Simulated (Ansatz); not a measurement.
Relaxing AlNi$_{3}$

All numbers below come from DFT PBE, scalar-relativistic, plane waves, PAW in Ansatz. (420 eV cutoff, 12×12×12 k-mesh, Gaussian smearing of 0.10 eV, collinear spin)

What was changed: relaxed at -3 GPa.

Command:

```bash
ansatz run input.yaml --threads 1 --pin off --max-ram 2560MiB --backend cpu --events-out ev --progress --plain --runs-dir out
```

Input:

```yaml
crystal:
  lattice:
    - [3.600515676, 0.0, 0.0]
    - [0.0, 3.600515676, 0.0]
    - [0.0, 0.0, 3.600515676]
  atoms:
    - { symbol: Al, position: [0.0, 0.0, 0.0] }
    - { symbol: Ni, position: [0.0, 0.5, 0.5], spin: 0.3 }
    - { symbol: Ni, position: [0.5, 0.0, 0.5], spin: 0.3 }
    - { symbol: Ni, position: [0.5, 0.5, 0.0], spin: 0.3 }
basis:
  ecutwfc: 420
kpoints:
  mp_grid: { grid: [12, 12, 12] }
hamiltonian:
  xc: pbe
scf:
  occupations: { method: gaussian, width: 0.1 }
output:
  forces: true
  stress: true
  eigenvalues: true
  populations: true
magnetization:
  spin_polarized: true
relax:
  adjacent_minimum: "off"
  f_tol: 0.008
  max_steps: 50
  cell: { stress_tol: 0.08, p_target: -3.0 }
```

F is the free energy. Steps run on the plane waves of an earlier cell, but the last one, and at times one on the way, on a freshly chosen basis, so a repeated geometry can differ a little in energy. The relaxation lowers the enthalpy F + PV at the target pressure, so F itself can rise.

Steps:

```tsv
step	F − F(1) (eV)	largest force component (eV/Å)	V (Å³/atom)	P (GPa)
1	0.0000	0.000	11.669	-4.83
2	-0.0078	0.000	11.597	-3.83
3	-0.0130	0.000	11.538	-2.98
4	-0.0128	0.000	11.538	-2.98
```

Relaxed structure:

```xyz
4
Lattice="3.5870 0.0000 0.0000 0.0000 3.5870 0.0000 0.0000 0.0000 3.5870" Properties=species:S:1:pos:R:3 pbc="T T T"
Al    0.0000    0.0000    0.0000
Ni    0.0000    1.7935    1.7935
Ni    1.7935    0.0000    1.7935
Ni    1.7935    1.7935    0.0000
```

Symmetry: Pm-3m, No. 221, cubic system. Conventional cell: a = 3.587 Å, b = 3.587 Å, c = 3.587 Å, α = 90.00°, β = 90.00°, γ = 90.00°. Around Al (site symmetry m-3m) lie 12 Ni at 2.54 Å. Around Ni (site symmetry 4/mmm) lie 4 Al at 2.54 Å and 8 Ni at 2.54 Å.

The run converged. Time: 33 s on 1 thread of AMD EPYC 9R45 96-Core Processor (Zen 5), on a shared host, peak memory 0.52 GiB.